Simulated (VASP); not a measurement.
# HgTe (P6_3/mmc) in VASP: further runs, part 3 of 3

VASP 6.6.1. Earlier steps stand in the parts before.

**4. Single point, r2SCAN**

This run uses another cell than the first one, of 28.70 Å³/atom, 0.977 times its volume.

File POSCAR:

```
HgTe
1.0
    4.2336391951      0.0000000000      0.0000000000
   -2.1168195976      3.6664390934      0.0000000000
    0.0000000000      0.0000000000      7.3965767523
Hg Te
2 2
Direct
    0.0000000000      0.0000000000      0.0000000000
    0.0000000000      0.0000000000      0.5000000000
    0.3333333333      0.6666666667      0.2500000000
    0.6666666667      0.3333333333      0.7500000000
```

File INCAR.step1:

```
SYSTEM = HgTe
ALGO = Normal
EDIFF = 1E-4
ENCUT = 520
GGA = PE
ISMEAR = -1
LASPH = .True.
LCHARG = .False.
LREAL = .False.
LWAVE = .True.
NBANDS = 26
NELM = 100
PREC = Accurate
SIGMA = 0.02
```

File INCAR.step2:

```
SYSTEM = HgTe
ALGO = Normal
EDIFF = 1E-6
ENCUT = 520
ISIF = 2
ISMEAR = -1
ISTART = 1
LASPH = .True.
LCHARG = .True.
LELF = .True.
LMIXTAU = .True.
LREAL = .False.
LVHAR = .True.
LWAVE = .False.
METAGGA = R2SCAN
NBANDS = 26
NELM = 100
PREC = Accurate
SIGMA = 0.02
```

File KPOINTS:

```
k-points
0
Gamma
  6 6 4
  0 0 0
```

Potentials or basis: VASP PAW PBE potentials, release 64 (Hg, Te).

Launch:

```
$ cat potpaw_PBE.64/Hg/POTCAR potpaw_PBE.64/Te/POTCAR > POTCAR
$ cp INCAR.step1 INCAR
$ mpirun -np 1 vasp_std > vasp.out
$ cp INCAR.step2 INCAR
$ mpirun -np 1 vasp_std > vasp.out
```

OUTCAR:

```text
SYSTEM = HgTe
   EDIFF = 1E-6
   ENCUT = 520
   ISIF = 2
   ISMEAR = -1
   ISTART = 1
   LASPH = .True.
   LREAL = .False.
   METAGGA = R2SCAN
   NELM = 100
   PREC = Accurate

 ion  position               nearest neighbor table
   1  0.000  0.000  0.000-   3 3.06   4 3.06   4 3.06   3 3.06   4 3.06   3 3.06   2 3.70   2 3.70

   2  0.000  0.000  0.500-   3 3.06   4 3.06   4 3.06   3 3.06   4 3.06   3 3.06   1 3.70   1 3.70

   3  0.333  0.667  0.250-   1 3.06   2 3.06   1 3.06   2 3.06   1 3.06   2 3.06
   4  0.667  0.333  0.750-   1 3.06   2 3.06   1 3.06   2 3.06   1 3.06   2 3.06

  LATTYP: Found a hexagonal cell.
 ALAT       =     4.2336391951
 C/A-ratio  =     1.7470966257

  Lattice vectors:

 A1 = (   4.2336391951,   0.0000000000,   0.0000000000)
 A2 = (  -2.1168195976,   3.6664390934,   0.0000000000)
 A3 = (   0.0000000000,   0.0000000000,   7.3965767523)

Analysis of symmetry for initial positions (statically):
=====================================================================
 Subroutine PRICEL returns:
 Original cell was already a primitive cell.

 Routine SETGRP: Setting up the symmetry group for a
 hexagonal supercell.

 Subroutine GETGRP returns: Found 24 space group operations
 (whereof 12 operations were pure point group operations)
 out of a pool of 24 trial point group operations.

The static configuration has the point symmetry D_3d.
 The point group associated with its full space group is D_6h.

Analysis of symmetry for dynamics (positions and initial velocities):
=====================================================================
 Subroutine PRICEL returns:
 Original cell was already a primitive cell.

 Routine SETGRP: Setting up the symmetry group for a
 hexagonal supercell.

 Subroutine GETGRP returns: Found 24 space group operations
 (whereof 12 operations were pure point group operations)
[... 119 lines left out ...]
   EFERMI_NEDOS =   21; number of points for ismear=-14 and -15
   IALGO  =     38    algorithm
   IMIX   =      4    mixing-type and parameters
     AMIX     =   0.40;   BMIX     =  1.00
     AMIX_MAG =   1.60;   BMIX_MAG =  1.00
  volume/ion in A,a.u.               =      28.70       193.70
  Fermi-wavevector in a.u.,A,eV,Ry     =   1.112191  2.101736 16.829977  1.236968
  Thomas-Fermi vector in A             =   2.248762
   LORBIT       =      0    0 simple, 1 ext, 2 COOP (PROOUT), +10 PAW based schemes
   METAGGA = R2SCAN    functional components
   LHFCALC =     F    Hartree Fock is set to
   AEXX    =    0.0000 exact exchange contribution
   IVDW    =     0    specifies the selected vdW correction
   LEPSILON=     F    determine dielectric tensor
   LRPA    =     F    only Hartree local field effects (RPA)
 non-spin polarized calculation
  energy-cutoff  :      520.00
  volume of cell :      114.81
 maximum number of plane-waves:      3126
 NGX is ok and might be reduce to    32
   NGX = 15   NGY = 15   NGZ = 27

 number of electron      36.0000008 magnetization

 Free energy of the ion-electron system (eV)
  ---------------------------------------------------
  ext. energy  EPLUGINS =         0.00000000
  ---------------------------------------------------
  free energy    TOTEN  =      -149.49432972 eV

  energy without entropy =     -149.49203895  energy(sigma->0) =     -149.49318433

 E-fermi :   4.1978     XC(G=0): -10.3520

 val. band max:        4.1845696003   @ k =   0.1667   0.0000   0.2500
 cond. band min:       4.2935051798   @ k =   0.5000  -0.0000   0.2500
 fundamental gap:      0.1089355795
 Fermi energy:         4.1978098063

 k-point     1 :       0.0000    0.0000    0.0000
  band No.  band energies     occupation
      1      -8.3106      2.00000
      2      -7.1898      2.00000
      3      -3.2047      2.00000
      4      -3.2047      2.00000
      5      -3.1830      2.00000
      6      -3.0653      2.00000
[... 598 lines left out ...]
     25      12.5238      0.00000
     26      12.5238      0.00000

------------------------ aborting loop because EDIFF is reached ----------------------------------------

  FORCE on cell =-STRESS in cart. coord.  units (eV):
  Direction    XX          YY          ZZ          XY          YZ          ZX
  --------------------------------------------------------------------------------------
  -------------------------------------------------------------------------------------
  Total        0.0973207      0.0973207      0.1094924     -0.0000000      0.0000000      0.0000000
  in kB        1.3580837      1.3580837      1.5279367     -0.0000000      0.0000000      0.0000000
  external PRESSURE =       1.4147014 kB  Pullay stress =       0.0000000 kB

 VOLUME and BASIS-vectors are now :
 -----------------------------------------------------------------------------
  energy-cutoff  :      520.00
  volume of cell :      114.81
      direct lattice vectors                 reciprocal lattice vectors
     4.233639195  0.000000000  0.000000000     0.236203407  0.136372100  0.000000000
    -2.116819598  3.666439093  0.000000000     0.000000000  0.272744201  0.000000000
     0.000000000  0.000000000  7.396576752     0.000000000  0.000000000  0.135197678

 POSITION                                       TOTAL-FORCE (eV/Angst)
 -----------------------------------------------------------------------------------
      0.00000      0.00000      0.00000         0.000000     -0.000000      0.000000
      0.00000      0.00000      3.69829         0.000000     -0.000000      0.000000
     -0.00000      2.44429      1.84914        -0.000000      0.000000     -0.000000
      2.11682      1.22215      5.54743         0.000000     -0.000000      0.000000
 -----------------------------------------------------------------------------------
    total drift:                                0.000000     -0.000000      0.000000

  FREE ENERGIE OF THE ION-ELECTRON SYSTEM (eV)
  ---------------------------------------------------
  free  energy   TOTEN  =      -149.4943297153 eV

  energy  without entropy=     -149.4920389519  energy(sigma->0) =     -149.49318433
```

OSZICAR.step1:

```text
N       E                     dE             d eps       ncg     rms          rms(c)
DAV:   1     0.235348969498E+03    0.23535E+03   -0.16120E+04  1092   0.123E+03
DAV:   2     0.473735975312E+01   -0.23061E+03   -0.22000E+03  1156   0.288E+02
DAV:   3    -0.671020998937E+01   -0.11448E+02   -0.11332E+02  1316   0.639E+01
DAV:   4    -0.684960217323E+01   -0.13939E+00   -0.13916E+00  1278   0.605E+00
DAV:   5    -0.685166098081E+01   -0.20588E-02   -0.20588E-02  1278   0.724E-01    0.989E+00
DAV:   6    -0.647758250411E+01    0.37408E+00   -0.89299E-01  1170   0.954E+00    0.776E+00
DAV:   7    -0.647720228299E+01    0.38022E-03   -0.23366E-01  1192   0.254E+00    0.230E+00
DAV:   8    -0.647324830283E+01    0.39540E-02   -0.34205E-02  1122   0.170E+00    0.567E-01
DAV:   9    -0.647319970676E+01    0.48596E-04   -0.51621E-03  1160   0.710E-01    0.906E-02
DAV:  10    -0.647306941347E+01    0.13029E-03   -0.46382E-04  1134   0.233E-01    0.312E-02
DAV:  11    -0.647309219682E+01   -0.22783E-04   -0.16646E-04   706   0.997E-02
   1 F= -.64730922E+01 E0= -.64706781E+01  d E =-.482813E-02
```

Run time: 85 s. Hardware: 1 thread of Intel Xeon 6975P-C (Granite Rapids), shared host; peak memory 0.27 GiB.

Results:

```
Free energy            : -149.4943 eV
Pressure               : 0.1 GPa
Band gap on the k mesh : none (metal or under the smearing width)
```

Caveat: the PAW data sets were made with another functional, which shifts forces and pressure a little. Spin-orbit coupling is left out, which matters for the levels of Hg, Te.

**5. The runs side by side**

```tsv
task	level	cell	cutoff (eV)	gap on the mesh (eV)	pressure (GPa)
single point	PBE	P6_3/mmc, 29.37 Å³/atom	520	none	0.1
relaxation of cell and atoms	PBE	relaxed	600	none	0.0
single point	r2SCAN	P6_3/mmc, 28.7 Å³/atom	520	none	0.1
```

Alike in all rows: potentials or basis VASP PAW PBE potentials, release 64 (Hg, Te); no spin polarisation; k mesh 6 × 6 × 4; smearing fermi-dirac 0.02 eV.

Caveats: the volume moved by over 15 % at a fixed basis, so the end points are rough (some runs); the PAW data sets were made with another functional, which shifts forces and pressure a little (some runs).

Total energies depend on the potentials used, so only differences within one code and one set of settings carry meaning.
